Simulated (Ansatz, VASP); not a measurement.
## C in VASP and in Ansatz

Contents of INCAR:

```
ALGO = Normal
EDIFF = 1E-7
ENCUT = 520
ISIF = 2
ISMEAR = 0
LASPH = T
LCHARG = F
LREAL = F
LWAVE = F
NBANDS = 11
NELM = 80
PREC = Accurate
SIGMA = 0.05
```

KPOINTS

```
k-points
0
Gamma
  12 12 12
```

The input POSCAR:

```
C
1.0
    0.0000000000      1.8783379509      1.6730671760
    1.7459051929      0.0000000000      1.6730671760
    1.7459051929      1.8783379509      0.0000000000
C
2
Direct
    0.5000000000      0.5000000000      0.5000000000
    0.7500000000      0.7500000000      0.7500000000
```

Input for Ansatz:

```yaml
crystal:
  lattice:
    - [0.0, 1.8783379509, 1.673067176]
    - [1.7459051929, 0.0, 1.673067176]
    - [1.7459051929, 1.8783379509, 0.0]
  atoms:
    - { symbol: C, position: [0.5, 0.5, 0.5] }
    - { symbol: C, position: [0.75, 0.75, 0.75] }
basis:
  ecutwfc: 520.0
kpoints:
  mp_grid: { grid: [12, 12, 12] }
hamiltonian:
  xc: lda
  pseudopotentials: { kind: paw, azcp: { folder: soft_1 } }
scf:
  occupations: { method: gaussian, width: 0.05 }
output:
  forces: true
  stress: true
  eigenvalues: true
```

Change from the starting cell: strain +e along x and -e along y -0.0375, strain +e along z and -e/2 along x and y -0.0525.

Alike in both runs: task single point; functional LDA; k mesh 12 × 12 × 12; occupations gaussian, width 0.05 eV; no spin polarisation.

```csv
,VASP,Ansatz
version,VASP 6.6.1,Ansatz 0.2.0
potentials or method,"VASP PAW LDA potentials, release 64 (C)","scalar-relativistic, plane waves, PAW"
plane-wave cutoff (eV),520,520
valence electrons in the cell,8,8
```

VASP gave:

```
gap on the k mesh at the Fermi level (eV)       : 2.22
least direct gap on the mesh (eV)               : 4.29
pressure (GPa)                                  : 3.5
largest component of the traceless stress (GPa) : 65.05
```

Task: Estimate Ansatz's values.

Result: gap on the k mesh at the Fermi level (eV): 2.23; least direct gap on the mesh (eV): 4.29; pressure (GPa): 1.8; largest component of the traceless stress (GPa): 65.14.

Ansatz warned: «pseudo_functional_mismatch».
